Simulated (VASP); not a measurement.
Wanted: the native input for a VASP 6.6.1 run.

- Task: single point
- Functional: r2SCAN
- Potentials or basis: VASP PAW PBE potentials, release 64 (Pt, Te)
- Cutoff: 520 eV
- k mesh: 5 × 5 × 5
- Occupations: gaussian, width 0.05 eV
- Spin: collinear spin, random start
- Starting moments: [-0.09, 0.0] μB
- Hubbard terms: Pt d U = 5 eV
- Further INCAR settings: ALGO = Normal; EDIFF = 1e-06; NBANDS = 19

The structure of TePt lies in POSCAR:

```
TePt
1.0
    0.0000000000      3.2450425500      3.2450425500
    3.2450425500      0.0000000000      3.2450425500
    3.2450425500      3.2450425500      0.0000000000
Pt Te
1 1
Direct
    0.0000000000      0.0000000000      0.0000000000
    0.2500000000      0.2500000000      0.2500000000
```

Measurements of this composition are mostly on another form, of space group No. 166.

These files were run (other wordings do the same):

INCAR

```
ALGO = Normal ; EDIFF = 1E-6
ENCUT = 520 ; ISIF = 2
ISMEAR = 0 ; ISPIN = 2
LASPH = True ; LCHARG = False
LDAU = True ; LDAUJ = 0 0
LDAUL = 2 -1 ; LDAUPRINT = 1
LDAUTYPE = 2 ; LDAUU = 5 0
LMAXMIX = 4 ; LMIXTAU = True
LORBIT = 11 ; LREAL = False
LWAVE = False ; MAGMOM = -0.09 0
METAGGA = R2SCAN ; NBANDS = 19
NELM = 60 ; PREC = Accurate
SIGMA = 0.05
```

KPOINTS

```
k-points
0
Gamma
  5 5 5
```

Potentials or basis: VASP PAW PBE potentials, release 64 (Pt, Te).

Command:

```sh
$ cat potpaw_PBE.64/Pt/POTCAR potpaw_PBE.64/Te/POTCAR > POTCAR
$ mpirun -np 1 vasp_std > vasp.out
```

Results of the run:

| Item | Value |
| --- | --- |
| Pressure | -13.1 GPa |
| Band gap on the k mesh | none (metal or under the smearing width) |
| Net moment | -0.20 μB per cell |
| Site moments | Pt -0.13; Te -0.04 μB |
| Valence electrons inside the program's atomic spheres | Pt 9.33; Te 3.19 |

Caveat: the PAW data sets were made with another functional, which shifts forces and pressure a little; the U is typed as a test and isn't derived for this compound.

It took 4 min on 1 thread of AMD EPYC 7R43 64-Core Processor (Zen 3) (shared host), peak memory 0.24 GiB.
